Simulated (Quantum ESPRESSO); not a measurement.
Runs of Quantum ESPRESSO 7.5 on TaN. It takes space group Fm-3m (No. 225, cubic). The conventional cell has a = 4.423 Å, b = 4.423 Å, c = 4.423 Å, α = 90.00°, β = 90.00°, γ = 90.00°. Around Ta (site symmetry m-3m) lie 6 N at 2.21 Å. Around N (site symmetry m-3m) lie 6 Ta at 2.21 Å. The cell comes from a database or a generator and needn't be the stable form of this composition.

```csv
level,k mesh,symmetry,SCF threshold,form of the LDA correlation,gap on the mesh (eV),pressure (GPa)
r2SCAN,8 × 8 × 8,off,1e-08 Ry,-,none,(c)
RPBE,10 × 10 × 10,-,4e-10 Ry,-,none,6.5
PBE,10 × 10 × 10,-,4e-10 Ry,-,none,-1.5
PW91,10 × 10 × 10,-,4e-10 Ry,-,none,-2.1
PBEsol,10 × 10 × 10,-,4e-10 Ry,-,none,(a)
LDA,10 × 10 × 10,-,4e-10 Ry,PZ81,none,-22.1
revPBE,10 × 10 × 10,-,4e-10 Ry,-,none,(b)
SCAN,8 × 8 × 8,off,1e-08 Ry,-,none,-17.5
```

Alike in all rows: task band structure; potentials or basis SG15 PBE 1.2; no spin polarisation; cell as given; cutoff (eV) 1197; smearing fermi-dirac 0.05 eV.

Problem. Fill in the values left out.

Solution. (a) -11.5; (b) 4.4; (c) -15.9.

Caveats: spin-orbit coupling is left out, which moves the levels of the heavy elements; the potentials were made for another functional, which shifts forces and pressure (some runs).

A k mesh can miss the band edges, and the runs leave out spin-orbit coupling on Ta.

A gap of «none» marks a metal or a gap under the smearing width.
